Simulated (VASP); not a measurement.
# B (Pm-3m) in VASP: notebook, part 2 of 2

VASP 6.6.1. Earlier steps stand in the parts before.

## Step 3: Band structure, r2SCAN

INCAR reads:

```
  PREC = Accurate
  ENCUT = 520
  EDIFF = 1E-6
  ISMEAR = -1
  SIGMA = 0.05
  LREAL = False
  LASPH = True
  NELM = 100
  ALGO = Normal
  ISIF = 2
  LWAVE = False
  LCHARG = False
  METAGGA = R2SCAN
  LMIXTAU = True
```

KPOINTS reads:

```
regular mesh
0
Gamma
  14 14 14
```

POSCAR reads:

```
B
1.0
    1.8852400000      0.0000000000      0.0000000000
    0.0000000000      1.8852400000      0.0000000000
    0.0000000000      0.0000000000      1.8852400000
B
1
Direct
    0.5000000000      0.5000000000      0.5000000000
```

KPOINTS_OPT reads:

```
path GXMGRX,MR
20
line-mode
reciprocal
 0.0000000000  0.0000000000  0.0000000000  G
 0.0000000000  0.5000000000  0.0000000000  X

 0.0000000000  0.5000000000  0.0000000000  X
 0.5000000000  0.5000000000  0.0000000000  M

 0.5000000000  0.5000000000  0.0000000000  M
 0.0000000000  0.0000000000  0.0000000000  G

 0.0000000000  0.0000000000  0.0000000000  G
 0.5000000000  0.5000000000  0.5000000000  R

 0.5000000000  0.5000000000  0.5000000000  R
 0.0000000000  0.5000000000  0.0000000000  X

 0.5000000000  0.5000000000  0.0000000000  M
 0.5000000000  0.5000000000  0.5000000000  R
```

Potentials or basis: VASP PAW PBE potentials, release 64 (B).

On the command line:

```bash
$ cat potpaw_PBE.64/B/POTCAR > POTCAR
$ mpirun -np 1 vasp_std > vasp.out
```

OUTCAR:

```text
PREC = Accurate
   ENCUT = 520
   EDIFF = 1E-6
   ISMEAR = -1
   LREAL = False
   LASPH = True
   NELM = 100
   ISIF = 2
   METAGGA = R2SCAN

 ion  position               nearest neighbor table
   1  0.500  0.500  0.500-

  LATTYP: Found a simple cubic cell.
 ALAT       =     1.8852400000

  Lattice vectors:

 A1 = (   1.8852400000,   0.0000000000,   0.0000000000)
 A2 = (   0.0000000000,   1.8852400000,   0.0000000000)
 A3 = (   0.0000000000,   0.0000000000,   1.8852400000)

Analysis of symmetry for initial positions (statically):
=====================================================================
 Subroutine PRICEL returns:
 Original cell was already a primitive cell.

 Routine SETGRP: Setting up the symmetry group for a
 simple cubic supercell.

 Subroutine GETGRP returns: Found 48 space group operations
 (whereof 48 operations were pure point group operations)
 out of a pool of 48 trial point group operations.

The static configuration has the point symmetry O_h .

Analysis of symmetry for dynamics (positions and initial velocities):
=====================================================================
 Subroutine PRICEL returns:
 Original cell was already a primitive cell.

 Routine SETGRP: Setting up the symmetry group for a
 simple cubic supercell.

 Subroutine GETGRP returns: Found 48 space group operations
 (whereof 48 operations were pure point group operations)
 out of a pool of 48 trial point group operations.

The dynamic configuration has the point symmetry O_h .

 Subroutine INISYM returns: Found 48 space group operations
 (whereof 48 operations are pure point group operations),
 and found     1 'primitive' translations

----------------------------------------------------------------------------------------

                                     Primitive cell

  volume of cell :       6.7004

  direct lattice vectors                    reciprocal lattice vectors
     1.885240000  0.000000000  0.000000000     0.530436443  0.000000000  0.000000000
     0.000000000  1.885240000  0.000000000     0.000000000  0.530436443  0.000000000
     0.000000000  0.000000000  1.885240000     0.000000000  0.000000000  0.530436443

  length of vectors
     1.885240000  1.885240000  1.885240000     0.530436443  0.530436443  0.530436443

  position of ions in fractional coordinates (direct lattice)
     0.500000000  0.500000000  0.500000000

  ion indices of the primitive-cell ions
   primitive index   ion index
                 1           1

----------------------------------------------------------------------------------------

 KPOINTS: regular mesh

Automatic generation of k-mesh.
 Grid dimensions read from file:
 generate k-points for:   14   14   14

 Generating k-lattice:

  Cartesian coordinates                     Fractional coordinates (reciprocal lattice)
     0.037888317  0.000000000  0.000000000     0.071428571  0.000000000  0.000000000
     0.000000000  0.037888317  0.000000000     0.000000000  0.071428571  0.000000000
     0.000000000  0.000000000  0.037888317     0.000000000  0.000000000  0.071428571

  Length of vectors
     0.037888317  0.037888317  0.037888317

  Shift w.r.t. Gamma in fractional coordinates (k-lattice)
     0.000000000  0.000000000  0.000000000

 Subroutine IBZKPT returns following result:
 ===========================================

 Found    120 irreducible k-points:

 Following reciprocal coordinates:
            Coordinates               Weight
  0.000000  0.000000  0.000000      1.000000
  0.071429  0.000000  0.000000      6.000000
  0.142857  0.000000  0.000000      6.000000
  0.214286  0.000000  0.000000      6.000000
  0.285714  0.000000  0.000000      6.000000
  0.357143  0.000000  0.000000      6.000000
[... 16 lines left out ...]
  0.285714  0.214286  0.000000     24.000000
  0.357143  0.214286  0.000000     24.000000
 [... further k-points ...]
   k-points           NKPTS =    120   k-points in BZ     NKDIM =    120   number of bands    NBANDS=      5
   number of dos      NEDOS =    301   number of ions     NIONS =      1
   total plane-waves  NPLWV =   2744
   dimension x,y,z NGX =    14 NGY =   14 NGZ =   14
   dimension x,y,z NGXF=    28 NGYF=   28 NGZF=   28
   ions per type =               1
   NGX,Y,Z   is equivalent  to a cutoff of  12.35, 12.35, 12.35 a.u.
   NGXF,Y,Z  is equivalent  to a cutoff of  24.69, 24.69, 24.69 a.u.
 SYSTEM =  unknown system
   PREC   = accura    normal or accurate (medium, high low for compatibility)
   ISTART =      0    job   : 0-new  1-cont  2-samecut
   ICHARG =      2    charge: 1-file 2-atom 10-const
   ISPIN  =      1    spin polarized calculation?
   LNONCOLLINEAR =      F non collinear calculations
   LSORBIT =      F    spin-orbit coupling
   LASPH  =      T    aspherical Exc in radial PAW
   ENCUT  =  520.0 eV  38.22 Ry    6.18 a.u.   3.51  3.51  3.51*2*pi/ulx,y,z
   NELM   =    100;   NELMIN=  2; NELMDL= -5     # of ELM steps
   EDIFF  = 0.1E-05   stopping-criterion for ELM
   LREAL  =      F    real-space projection
   EDIFFG = 0.1E-04   stopping-criterion for IOM
   NSW    =      0    number of steps for IOM
   IBRION =     -1    ionic relax: 0-MD 1-quasi-New 2-CG
   NFREE  =      0    steps in history (QN), initial steepest desc. (CG)
   ISIF   =      2    stress and relaxation
   ISYM   =      2    0-nonsym 1-usesym 2-fastsym
   POTIM  = 0.5000    time-step for ionic-motion
   TEBEG  =    0.0;   TEEND  =   0.0 temperature during run
   PSTRESS=    0.0 pullay stress
   NELECT =       3.0000    total number of electrons
   NUPDOWN=      -1.0000    fix difference up-down
   EMIN   =  10.00;   EMAX   =-10.00  energy-range for DOS
   EFERMI =   0.00;   METHOD = LEGACY
   ISMEAR =    -1;   SIGMA  =   0.05  broadening in eV -4-tet -1-fermi 0-gaus
   EFERMI_NEDOS =   21; number of points for ismear=-14 and -15
   IALGO  =     38    algorithm
   IMIX   =      4    mixing-type and parameters
     AMIX     =   0.40;   BMIX     =  1.00
     AMIX_MAG =   1.60;   BMIX_MAG =  1.00
  volume/ion in A,a.u.               =       6.70        45.22
  Fermi-wavevector in a.u.,A,eV,Ry     =   1.252416  2.366723 21.341361  1.568546
  Thomas-Fermi vector in A             =   2.386317
   LORBIT       =      0    0 simple, 1 ext, 2 COOP (PROOUT), +10 PAW based schemes
   METAGGA = R2SCAN    functional components
   LHFCALC =     F    Hartree Fock is set to
   AEXX    =    0.0000 exact exchange contribution
   IVDW    =     0    specifies the selected vdW correction
   LEPSILON=     F    determine dielectric tensor
   LRPA    =     F    only Hartree local field effects (RPA)
 non-spin polarized calculation
  energy-cutoff  :      520.00
  volume of cell :        6.70
 maximum number of plane-waves:       192
   NGX =  7   NGY =  7   NGZ =  7

 number of electron       3.0000000 magnetization

 Free energy of the ion-electron system (eV)
  ---------------------------------------------------
  ext. energy  EPLUGINS =         0.00000000
  ---------------------------------------------------
  free energy    TOTEN  =        -6.12750961 eV

  energy without entropy =       -6.12300069  energy(sigma->0) =       -6.12525515

 E-fermi :   7.0118     XC(G=0): -13.2786

 val. band max:        6.9463146016   @ k =   0.4286   0.2857   0.2857
 cond. band min:       7.0234410502   @ k =   0.3571   0.2143   0.1429
 fundamental gap:      0.0771264486
 Fermi energy:         7.0118231992

 k-point     1 :       0.0000    0.0000    0.0000
  band No.  band energies     occupation
      1      -9.7841      2.00000
      2      21.7136      0.00000
      3      21.7136      0.00000
      4      21.7136      0.00000
      5      32.0718      0.00000

 k-point     2 :       0.0714    0.0000    0.0000
  band No.  band energies     occupation
      1      -9.5989      2.00000
      2      19.8231      0.00000
      3      21.8701      0.00000
      4      21.8701      0.00000
      5      32.2860      0.00000
[... 169 lines left out ...]
 k-point    24 :       0.3571    0.2143    0.0000
  band No.  band energies     occupation
      1      -3.5478      2.00000
      2       6.3990      1.99999
      3      17.6616      0.00000
      4      26.0991      0.00000
      5      30.7074      0.00000

 [... further k-points ...]

------------------------ aborting loop because EDIFF is reached ----------------------------------------

  FORCE on cell =-STRESS in cart. coord.  units (eV):
  Direction    XX          YY          ZZ          XY          YZ          ZX
  --------------------------------------------------------------------------------------
  -------------------------------------------------------------------------------------
  Total        0.0212177      0.0212177      0.0212177     -0.0000000     -0.0000000      0.0000000
  in kB        5.0735183      5.0735183      5.0735183     -0.0000000     -0.0000000      0.0000000
  external PRESSURE =       5.0735183 kB  Pullay stress =       0.0000000 kB

 VOLUME and BASIS-vectors are now :
 -----------------------------------------------------------------------------
  energy-cutoff  :      520.00
  volume of cell :        6.70
      direct lattice vectors                 reciprocal lattice vectors
     1.885240000  0.000000000  0.000000000     0.530436443  0.000000000  0.000000000
     0.000000000  1.885240000  0.000000000     0.000000000  0.530436443  0.000000000
     0.000000000  0.000000000  1.885240000     0.000000000  0.000000000  0.530436443

 POSITION                                       TOTAL-FORCE (eV/Angst)
 -----------------------------------------------------------------------------------
      0.94262      0.94262      0.94262         0.000000      0.000000      0.000000
 -----------------------------------------------------------------------------------
    total drift:                                0.000000      0.000000     -0.000000

  FREE ENERGIE OF THE ION-ELECTRON SYSTEM (eV)
  ---------------------------------------------------
  free  energy   TOTEN  =        -6.1275096057 eV

  energy  without entropy=       -6.1230006880  energy(sigma->0) =       -6.12525515
```

Wall time 7.7 s (1 thread of Intel Xeon Platinum 8559C (Emerald Rapids), shared host); peak memory 0.11 GiB.

What came out:

| Item | Value |
| --- | --- |
| Free energy | -6.1275 eV |
| Pressure | 0.5 GPa |
| Band gap along the path | none (metal or under the smearing width) |

Levels at the corners of the path, in eV from the Fermi level:
```
point  band 1  band 2  band 3  band 4  band 5
    Γ  -16.80   14.70   14.70   14.70   25.06
    X   -8.63   -6.75   18.92   18.92   32.42
    X   -8.63   -6.75   18.92   18.92   32.42
    M   -2.02   -2.02    4.46    8.76   22.39
    M   -2.02   -2.02    4.46    8.76   22.39
    Γ  -16.80   14.70   14.70   14.70   25.06
    Γ  -16.80   14.70   14.70   14.70   25.06
    R    3.80    3.80    3.80   17.20   17.20
    R    3.80    3.80    3.80   17.20   17.20
    X   -8.63   -6.75   18.92   18.92   32.43
    M   -2.02   -2.02    4.46    8.76   22.39
    R    3.80    3.80    3.80   17.20   17.20
```

Caveat: the PAW data sets were made with another functional, which shifts forces and pressure a little.

## Step 4: For comparison

An earlier run on the cell as given: functional PBE; potentials or basis VASP PAW PBE potentials, release 64 (B); cutoff 520 eV; k mesh 14 × 14 × 14; occupations fermi-dirac, width 0.05 eV; no spin polarisation.

- Pressure: 0.4 GPa
- Band gap on the k mesh: none (metal or under the smearing width)

## Step 5: The runs side by side

| task | level | pressure (GPa) |
| --- | --- | --- |
| band structure | PW91 | 1.6 |
| band structure | r2SCAN | 0.5 |
| single point | PBE | 0.4 |

Alike in all rows: potentials or basis VASP PAW PBE potentials, release 64 (B); no spin polarisation; cell as given; k mesh 14 × 14 × 14; cutoff (eV) 520; smearing fermi-dirac 0.05 eV.

The pressure there spans 0.4 GPa (PBE) to 1.6 GPa (PW91); a positive pressure means that this level wants a larger cell, a negative one a smaller.

Caveats: the PAW data sets were made with another functional, which shifts forces and pressure a little (some runs).

Absolute energies hang on the potentials; compare differences alone.
